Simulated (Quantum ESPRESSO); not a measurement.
Runs of Quantum ESPRESSO 7.5 on Si2W. Symmetry: I4/mmm, No. 139, tetragonal system. Conventional cell: a = 3.214 Å, b = 3.214 Å, c = 7.830 Å, α = 90.00°, β = 90.00°, γ = 90.00°. Around W (site symmetry 4/mmm) lie 10 Si at 2.62 Å. Around Si (site symmetry 4mm) lie 5 Si at 2.59 to 2.63 Å and 5 W at 2.62 Å. 

```csv
task,level,potentials or basis,spin,U,cell,k mesh,cutoff (eV),smearing,symmetry,mixing beta,SCF threshold,start of the occupations,hubbard projectors,mesh quality,gap on the mesh (eV),pressure (GPa),V0 of scaled cells (Å³/atom),B0 (GPa),largest force (eV/Å)
band structure,r2SCAN,SG15 PBE 1.2,off,-,as given,6 × 6 × 6,1020,fermi-dirac 0.05 eV,off,0.5,1e-08 Ry,-,-,coarse,none,-4.3,-,-,0.11
Hubbard U by linear response,LDA+U,JTH 2.0 LDA,off,W d U = 8 eV,as given,10 × 10 × 10,490,methfessel-paxton 0.136 eV,-,0.3,6e-10 Ry,default,ortho-atomic,not flagged,none,-6.6,-,-,0.56
equation of state,PBEsol,GBRV 1.5 PBEsol,off,-,as given,12 × 12 × 12,762,fermi-dirac 0.05 eV,-,0.5,6e-10 Ry,-,-,not flagged,-,-,13.37,236,-
phonons,PBE,JTH 2.0 PBE,off,-,relaxed,10 × 10 × 10,490,cold 0.2 eV,-,0.5,6e-10 Ry,-,-,not flagged,none,0.0,-,-,-
phonons,LDA,JTH 2.0 LDA,off,-,relaxed,10 × 10 × 10,490,cold 0.272 eV,-,0.5,6e-10 Ry,-,-,not flagged,none,0.0,-,-,-
single point,rev-vdW-DF2,SSSP 1.3 efficiency PBE,off,-,as given,12 × 12 × 12,748,gaussian 0.1 eV,-,0.5,6e-10 Ry,-,-,not flagged,none,2.4,-,-,0.02
Wannier functions,PBE,GBRV 1.5 PBE,off,-,as given,9 × 9 × 9,612,fermi-dirac 0.05 eV,-,0.5,6e-10 Ry,-,-,coarse,none,2.5,-,-,0.05
single point,PW86PBE+D3(BJ),PseudoDojo 0.4.1 SR PBE standard,"collinear, ferromagnetic start",-,as given,8 × 8 × 8,1007,fermi-dirac 0.05 eV,-,0.3,6e-10 Ry,-,-,coarse,none,-0.9,-,-,0.11
equation of state,PBE,SSSP 1.3 efficiency PBE,off,-,as given,12 × 12 × 12,748,fermi-dirac 0.05 eV,-,0.5,6e-10 Ry,-,-,not flagged,-,-,13.68,221,-
equation of state,r2SCAN,SG15 PBE 1.2,off,-,as given,5 × 5 × 5,1020,fermi-dirac 0.05 eV,off,0.5,1e-08 Ry,-,-,coarse,-,-,13.24,(a),-
energy-loss spectrum,PBE,PseudoDojo 0.4 SR PBE stringent,off,-,as given,"4 × 4 × 4, shifted",1007,methfessel-paxton 0.136 eV,-,0.5,6e-10 Ry,-,-,coarse,none,(b),-,-,0.29
band structure,r2SCAN,SG15 PBE 1.2,off,-,as given,8 × 8 × 8,1020,fermi-dirac 0.05 eV,off,0.5,1e-08 Ry,-,-,coarse,none,-4.2,-,-,0.17
```

Problem. Estimate the missing entries.

Solution. (a) 238; (b) 4.0.

Caveats: some runs use coarse meshes; the potentials were made for another functional, which shifts forces and pressure (some runs); the cutoff is low for these files, which shifts pressure and relaxed volume (some runs); the cell was scaled at fixed shape and fractional positions, which overstates the stiffness of a crystal with free parameters, most of all of layers and chains (some runs); U without spin polarisation on a metal has little footing (some runs); the U is typed as a test and isn't derived for this compound (some runs); the Wannier minimisation didn't converge (some runs); pairwise dispersion overbinds metals, which lowers pressure and volume (some runs).

A k mesh can miss the band edges, and the runs leave out spin-orbit coupling on W.

A gap of «none» marks a metal or a gap under the smearing width.

Not every run made on this cell is shown here.
